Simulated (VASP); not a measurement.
# NaH (Fm-3m) in VASP: notebook

One crystal, NaH, is run at these levels: PBE+D3(BJ), PBEsol; tasks: relaxation of cell and atoms.

Everything below comes from runs of VASP 6.6.1. Logs are shortened: lines on timing, memory, paths and dates and some standing lists are left out, and cuts for length are marked.

**1. The crystal as given**

It takes space group Fm-3m (No. 225, cubic). Conventional cell: a = 4.880 Å, b = 4.880 Å, c = 4.880 Å, α = 90.00°, β = 90.00°, γ = 90.00°. Na (site symmetry m-3m) has 6 H at 2.44 Å as nearest neighbours. Around H (site symmetry m-3m) lie 6 Na at 2.44 Å.

**2. Relaxation of cell and atoms, PBE+D3(BJ)**

The input, INCAR:

```
SYSTEM = NaH
ALGO = Normal ; EDIFF = 1E-6
EDIFFG = -0.01 ; ENCUT = 600
GGA = PE ; IBRION = 2
ISIF = 3 ; ISMEAR = 0
IVDW = 12 ; LASPH = .TRUE.
LCHARG = .FALSE. ; LREAL = .FALSE.
LWAVE = .FALSE. ; NELM = 80
NSW = 90 ; PREC = Accurate
SIGMA = 0.03
```

The input, KPOINTS:

```
k-points
0
G
  10 10 10
  0 0 0
```

The input, POSCAR:

```
NaH
1.0
    0.0000000000      2.4400000000      2.4400000000
    2.4400000000      0.0000000000      2.4400000000
    2.4400000000      2.4400000000      0.0000000000
Na H
1 1
Direct
    0.0000000000      0.0000000000      0.0000000000
    0.5000000000      0.5000000000      0.5000000000
```

Potentials or basis: VASP PAW PBE potentials, release 64 (Na_pv, H).

Run with:

```console
$ cat potpaw_PBE.64/Na_pv/POTCAR potpaw_PBE.64/H/POTCAR > POTCAR
$ mpirun -np 1 vasp_std > vasp.out
```

OUTCAR:

```text
SYSTEM = NaH
   EDIFF = 1E-6
   EDIFFG = -0.01
   ENCUT = 600
   GGA = PE
   IBRION = 2
   ISIF = 3
   ISMEAR = 0
   IVDW = 12
   LASPH = .TRUE.
   LREAL = .FALSE.
   NELM = 80
   NSW = 90
   PREC = Accurate
 IVDW          = 12

 ion  position               nearest neighbor table
   1  0.000  0.000  0.000-
   2  0.500  0.500  0.500-

  LATTYP: Found a face centered cubic cell.
 ALAT       =     4.8800000000

  Lattice vectors:

 A1 = (   0.0000000000,   2.4400000000,   2.4400000000)
 A2 = (   2.4400000000,   0.0000000000,   2.4400000000)
 A3 = (   2.4400000000,   2.4400000000,   0.0000000000)

Analysis of symmetry for initial positions (statically):
=====================================================================
 Subroutine PRICEL returns:
 Original cell was already a primitive cell.

 Routine SETGRP: Setting up the symmetry group for a
 face centered cubic supercell.

 Subroutine GETGRP returns: Found 48 space group operations
 (whereof 48 operations were pure point group operations)
 out of a pool of 48 trial point group operations.

The static configuration has the point symmetry O_h .

Analysis of symmetry for dynamics (positions and initial velocities):
=====================================================================
 Subroutine PRICEL returns:
 Original cell was already a primitive cell.

 Routine SETGRP: Setting up the symmetry group for a
 face centered cubic supercell.

 Subroutine GETGRP returns: Found 48 space group operations
 (whereof 48 operations were pure point group operations)
 out of a pool of 48 trial point group operations.

The dynamic configuration has the point symmetry O_h .

 Subroutine INISYM returns: Found 48 space group operations
 (whereof 48 operations are pure point group operations),
 and found     1 'primitive' translations

----------------------------------------------------------------------------------------

                                     Primitive cell

  volume of cell :      29.0536

  direct lattice vectors                    reciprocal lattice vectors
     0.000000000  2.440000000  2.440000000    -0.204918033  0.204918033  0.204918033
     2.440000000  0.000000000  2.440000000     0.204918033 -0.204918033  0.204918033
     2.440000000  2.440000000  0.000000000     0.204918033  0.204918033 -0.204918033

  length of vectors
     3.450681092  3.450681092  3.450681092     0.354928444  0.354928444  0.354928444

  position of ions in fractional coordinates (direct lattice)
     0.000000000  0.000000000  0.000000000
     0.500000000  0.500000000  0.500000000

  ion indices of the primitive-cell ions
   primitive index   ion index
[... 66 lines left out ...]
   ISTART =      0    job   : 0-new  1-cont  2-samecut
   ICHARG =      2    charge: 1-file 2-atom 10-const
   ISPIN  =      1    spin polarized calculation?
   LNONCOLLINEAR =      F non collinear calculations
   LSORBIT =      F    spin-orbit coupling
   LASPH  =      T    aspherical Exc in radial PAW
   ENCUT  =  600.0 eV  44.10 Ry    6.64 a.u.   6.89  6.89  6.89*2*pi/ulx,y,z
   NELM   =     80;   NELMIN=  2; NELMDL= -5     # of ELM steps
   EDIFF  = 0.1E-05   stopping-criterion for ELM
   LREAL  =      F    real-space projection
   EDIFFG = -.1E-01   stopping-criterion for IOM
   NSW    =     90    number of steps for IOM
   IBRION =      2    ionic relax: 0-MD 1-quasi-New 2-CG
   NFREE  =      1    steps in history (QN), initial steepest desc. (CG)
   ISIF   =      3    stress and relaxation
   ISYM   =      2    0-nonsym 1-usesym 2-fastsym
   POTIM  = 0.5000    time-step for ionic-motion
   TEBEG  =    0.0;   TEEND  =   0.0 temperature during run
   PSTRESS=    0.0 pullay stress
   NELECT =       8.0000    total number of electrons
   NUPDOWN=      -1.0000    fix difference up-down
   EMIN   =  10.00;   EMAX   =-10.00  energy-range for DOS
   EFERMI =   0.00;   METHOD = LEGACY
   ISMEAR =     0;   SIGMA  =   0.03  broadening in eV -4-tet -1-fermi 0-gaus
   EFERMI_NEDOS =   21; number of points for ismear=-14 and -15
   IALGO  =     38    algorithm
   IMIX   =      4    mixing-type and parameters
     AMIX     =   0.40;   BMIX     =  1.00
     AMIX_MAG =   1.60;   BMIX_MAG =  1.00
  volume/ion in A,a.u.               =      14.53        98.03
  Fermi-wavevector in a.u.,A,eV,Ry     =   1.065054  2.012660 15.433636  1.134340
  Thomas-Fermi vector in A             =   2.200593
   LORBIT       =      0    0 simple, 1 ext, 2 COOP (PROOUT), +10 PAW based schemes
   GGA     = PE    functional components
   LHFCALC =     F    Hartree Fock is set to
   AEXX    =    0.0000 exact exchange contribution
   IVDW    =    12    specifies the selected vdW correction
   LEPSILON=     F    determine dielectric tensor
   LRPA    =     F    only Hartree local field effects (RPA)
 conjugate gradient relaxation of ions
 non-spin polarized calculation
 Gauss-broadening in eV      SIGMA  =   0.03
  energy-cutoff  :      600.00
  volume of cell :       29.05
 maximum number of plane-waves:       982
   NGX = 13   NGY = 13   NGZ = 13

--------------------------------------- Ionic step        1  -------------------------------------------

 number of electron       8.0000008 magnetization

 Free energy of the ion-electron system (eV)
  ---------------------------------------------------
  ext. energy  EPLUGINS =         0.00000000
  ---------------------------------------------------
  free energy    TOTEN  =        -5.08637544 eV

  energy without entropy =       -5.08637544  energy(sigma->0) =       -5.08637544

------------------------ aborting loop because EDIFF is reached ----------------------------------------

 Edisp (eV)   -0.27869

 E8    (eV) :    -0.1209
[... 111 lines left out ...]
--------------------------------------- Ionic step        4  -------------------------------------------

 number of electron       8.0000001 magnetization

 Free energy of the ion-electron system (eV)
  ---------------------------------------------------
  ext. energy  EPLUGINS =         0.00000000
  ---------------------------------------------------
  free energy    TOTEN  =        -5.07683565 eV

  energy without entropy =       -5.07683565  energy(sigma->0) =       -5.07683565

 E-fermi :  -0.6960     XC(G=0):  -8.0164

 val. band max:       -0.8929296802   @ k =  -0.3000   0.5000   0.2000
 cond. band min:       3.0102132895   @ k =   0.5000   0.0000   0.0000
 fundamental gap:      3.9031429697
 Fermi energy:        -0.6959741428

 k-point     1 :       0.0000    0.0000    0.0000
  band No.  band energies     occupation
      1     -22.8523      2.00000
      2     -22.8523      2.00000
      3     -22.8523      2.00000
      4      -4.6986      2.00000
      5      10.2000      0.00000
      6      15.2778      0.00000
      7      15.2778      0.00000
      8      15.2778      0.00000
[... 243 lines left out ...]
 k-point    24 :       0.4000    0.3000    0.0000
  band No.  band energies     occupation
      1     -22.9400      2.00000
      2     -22.8866      2.00000
      3     -22.8830      2.00000
      4      -2.0828      2.00000
      5       5.2229      0.00000
      6       8.7012      0.00000
      7      10.8223      0.00000
      8      11.6631      0.00000

 [... further k-points ...]

------------------------ aborting loop because EDIFF is reached ----------------------------------------

 Edisp (eV)   -0.30868

 E8    (eV) :    -0.1337
[... 25 lines left out ...]
  FREE ENERGIE OF THE ION-ELECTRON SYSTEM (eV)
  ---------------------------------------------------
  free  energy   TOTEN  =        -5.3855152343 eV

  energy  without entropy=       -5.3855152343  energy(sigma->0) =       -5.38551523

 reached required accuracy - stopping structural energy minimisation
```

OSZICAR:

```text
N       E                     dE             d eps       ncg     rms          rms(c)
DAV:   1     0.194345124482E+02    0.19435E+02   -0.53585E+03   752   0.111E+03
DAV:   2    -0.489962878953E+01   -0.24334E+02   -0.23990E+02   792   0.138E+02
DAV:   3    -0.550976161668E+01   -0.61013E+00   -0.61013E+00   992   0.291E+01
[... 30 lines left out ...]
DAV:   2    -0.508089633224E+01    0.11452E-01   -0.13756E-02   752   0.262E+00    0.441E-01
DAV:   3    -0.507708467320E+01    0.38117E-02   -0.64955E-03   752   0.171E+00    0.449E-02
DAV:   4    -0.507684191251E+01    0.24276E-03   -0.22631E-04   832   0.342E-01    0.558E-03
DAV:   5    -0.507683636850E+01    0.55440E-05   -0.43382E-06   808   0.438E-02    0.175E-03
DAV:   6    -0.507683565025E+01    0.71825E-06   -0.64845E-07   392   0.155E-02
   4 F= -.53855152E+01 E0= -.53855152E+01  d E =-.204536E-01
```

It took 39 s on 1 thread of Intel Xeon Platinum 8175M at 2.50GHz (Skylake/Cascade Lake), shared host; peak memory 0.16 GiB.

Results:

* Free energy: -5.3855 eV
* Relaxed volume: 13.12 Å³/atom
* Relaxed cell: a = 3.335 Å, b = 3.335 Å, c = 3.335 Å, α = 60.00°, β = 60.00°, γ = 60.00°
* Space group after relaxing (to 0.05 Å): Fm-3m (No. 225)
* Energy gained by relaxing: 10.2 meV/atom
* Ionic steps: 4
* Pressure after relaxing: 0.0 GPa
* Band gap on the k mesh: 3.90 eV, indirect (least direct gap 4.77 eV)
* Dispersion energy per atom: -0.154 eV

The path:
| step | energy change (eV) | largest force (eV/Å) | pressure (GPa) | volume (Å³) |
| --- | --- | --- | --- | --- |
| 1 | 0.0000 | 0.0000 | -2.17 | 29.05 |
| 2 | -0.0098 | 0.0000 | -1.63 | 28.23 |
| 3 | -0.0197 | 0.0000 | -0.47 | 26.77 |
| 4 | -0.0205 | 0.0000 | 0.05 | 26.24 |

Final structure:
```
CELL_PARAMETERS angstrom
0.00000 2.35854 2.35854
2.35854 0.00000 2.35854
2.35854 2.35854 0.00000
ATOMIC_POSITIONS crystal
Na 0.00000 0.00000 0.00000
H 0.50000 0.50000 0.50000
```

Levels at points of the mesh, in eV from the valence-band top:
```tsv
k point	band 1	band 2	band 3	band 4	band 5	band 6	band 7	band 8
(0.00, 0.00, 0.00)	-21.96	-21.96	-21.96	-3.81	11.09	16.17	16.17	16.17
(0.50, 0.00, 0.00)	-22.08	-21.97	-21.97	-0.87	3.90	11.31	13.86	13.86
(0.50, 0.50, 0.00)	-22.07	-22.00	-22.00	-0.17	4.80	10.32	11.15	11.15
```

A k mesh can miss the band edges. A hybrid or GW would open this gap; PBE tends to underestimate it.

**3. Relaxation of cell and atoms, PBE+D3(BJ)**

This run uses another cell than the first one, of 13.12 Å³/atom, 0.903 times its volume.

Edit INCAR of step 2 so:

```diff
@@ -1,4 +1,4 @@
 SYSTEM = NaH
-ALGO = Normal ; EDIFF = 1E-6
-EDIFFG = -0.01 ; ENCUT = 600
+ALGO = Normal ; EDIFF = 1E-7
+EDIFFG = -0.005 ; ENCUT = 600
 GGA = PE ; IBRION = 2
```

KPOINTS is that of step 2.

The input, POSCAR:

```
NaH                                     
1.0
   -0.0000000000      2.3585425657      2.3585425657
    2.3585425657     -0.0000000000      2.3585425657
    2.3585425657      2.3585425657      0.0000000000
  Na              H             
     1     1
Direct
     0.0000000000000000    1.0000000000000000    0.0000000000000000
     0.5000000000000000    0.5000000000000000    0.5000000000000000
```

Potentials or basis: VASP PAW PBE potentials, release 64 (Na_pv, H).

Run with:

```console
$ cat potpaw_PBE.64/Na_pv/POTCAR potpaw_PBE.64/H/POTCAR > POTCAR
$ mpirun -np 1 vasp_std > vasp.out
```

It took 18 s on 1 thread of Intel Xeon Platinum 8175M at 2.50GHz (Skylake/Cascade Lake), shared host; peak memory 0.16 GiB.

It converged, with:

```
Free energy                : -5.3850 eV
Pressure after relaxing    : 0.0 GPa
Band gap on the k mesh     : 3.90 eV, indirect (least direct gap 4.77 eV)
Dispersion energy per atom : -0.154 eV
```

Final structure:
```cif
data_structure
_symmetry_space_group_name_H-M 'P 1'
_symmetry_Int_Tables_number 1
_cell_length_a 3.3355
_cell_length_b 3.3355
_cell_length_c 3.3355
_cell_angle_alpha 60.000
_cell_angle_beta 60.000
_cell_angle_gamma 60.000
_cell_volume 26.24
loop_
_atom_site_label
_atom_site_type_symbol
_atom_site_fract_x
_atom_site_fract_y
_atom_site_fract_z
_atom_site_occupancy
Na1 Na 0.00000 0.00000 0.00000 1
H1 H 0.50000 0.50000 0.50000 1
```

Levels at points of the mesh, in eV from the valence-band top:
```tsv
k point	band 1	band 2	band 3	band 4	band 5	band 6	band 7	band 8
(0.00, 0.00, 0.00)	-21.96	-21.96	-21.96	-3.81	11.09	16.17	16.17	16.17
(0.50, 0.00, 0.00)	-22.08	-21.97	-21.97	-0.87	3.90	11.31	13.86	13.86
(0.50, 0.50, 0.00)	-22.07	-22.00	-22.00	-0.17	4.80	10.32	11.15	11.15
```

Caveat: the relaxation stopped at its first step, so nothing moved.

**4. Relaxation of cell and atoms, PBEsol**

The input, INCAR:

```
PREC     = Accurate       # precision mode
ENCUT    = 600            # plane-wave cutoff, eV
EDIFF    = 1E-6           # SCF threshold, eV
ISMEAR   = 0              # smearing method
SIGMA    = 0.03           # smearing width, eV
LREAL    = F              # projectors in reciprocal space
LASPH    = T              # aspherical terms in the spheres
NELM     = 80             # most SCF steps
ALGO     = Normal         # electronic algorithm
ISIF     = 3              # what is computed and relaxed
LWAVE    = F              # write WAVECAR
LCHARG   = F              # write CHGCAR
GGA      = PS             # functional
IBRION   = 2              # ionic algorithm
NSW      = 90             # ionic steps
EDIFFG   = -0.01          # ionic threshold
```

The input, KPOINTS:

```
regular mesh
0
Gamma
  10 10 10
```

The input, POSCAR:

```
NaH
1.0
    0.0000000000      2.4400000000      2.4400000000
    2.4400000000      0.0000000000      2.4400000000
    2.4400000000      2.4400000000      0.0000000000
Na H
1 1
Direct
    0.0000000000      0.0000000000      0.0000000000
    0.5000000000      0.5000000000      0.5000000000
```

Run with:

```console
$ cat potpaw_PBE.64/Na_pv/POTCAR potpaw_PBE.64/H/POTCAR > POTCAR
$ mpirun -np 1 vasp_std > vasp.out
```

Run time: 23 s. Hardware: 1 thread of Intel Xeon Platinum 8259CL at 2.50GHz (Skylake/Cascade Lake), shared host; peak memory 0.15 GiB.

It converged, with:

```
Free energy                            : -5.0866 eV
Relaxed volume                         : 13.76 Å³/atom
Relaxed cell                           : a = 3.389 Å, b = 3.389 Å, c = 3.389 Å, α = 60.00°, β = 60.00°, γ = 60.00°
Space group after relaxing (to 0.05 Å) : Fm-3m (No. 225)
Energy gained by relaxing              : 2.9 meV/atom
Ionic steps                            : 4
Pressure after relaxing                : 0.0 GPa
Band gap on the k mesh                 : 3.62 eV, indirect (least direct gap 4.51 eV)
```

The path:
| step | energy change (eV) | largest force (eV/Å) | pressure (GPa) | volume (Å³) |
| --- | --- | --- | --- | --- |
| 1 | 0.0000 | 0.0000 | -1.19 | 29.05 |
| 2 | -0.0029 | 0.0000 | -0.84 | 28.60 |
| 3 | -0.0056 | 0.0000 | -0.24 | 27.82 |
| 4 | -0.0058 | 0.0000 | 0.02 | 27.52 |

Final structure:
```
Na H
1.0
     0.00000    2.39633    2.39633
     2.39633    0.00000    2.39633
     2.39633    2.39633    0.00000
Na H
1 1
Direct
  0.00000 0.00000 0.00000
  0.50000 0.50000 0.50000
```

Levels at points of the mesh, in eV from the valence-band top:
```
           k point  band 1  band 2  band 3  band 4  band 5  band 6  band 7  band 8
(0.00, 0.00, 0.00)  -21.94  -21.94  -21.94   -3.78   10.65   15.60   15.60   15.60
(0.50, 0.00, 0.00)  -22.04  -21.95  -21.95   -0.89    3.62   10.82   13.40   13.40
(0.50, 0.50, 0.00)  -22.03  -21.97  -21.97   -0.17    4.48    9.88   10.67   10.67
```

Caveat: the PAW data sets were made with another functional, which shifts forces and pressure a little. A k mesh can miss the band edges.
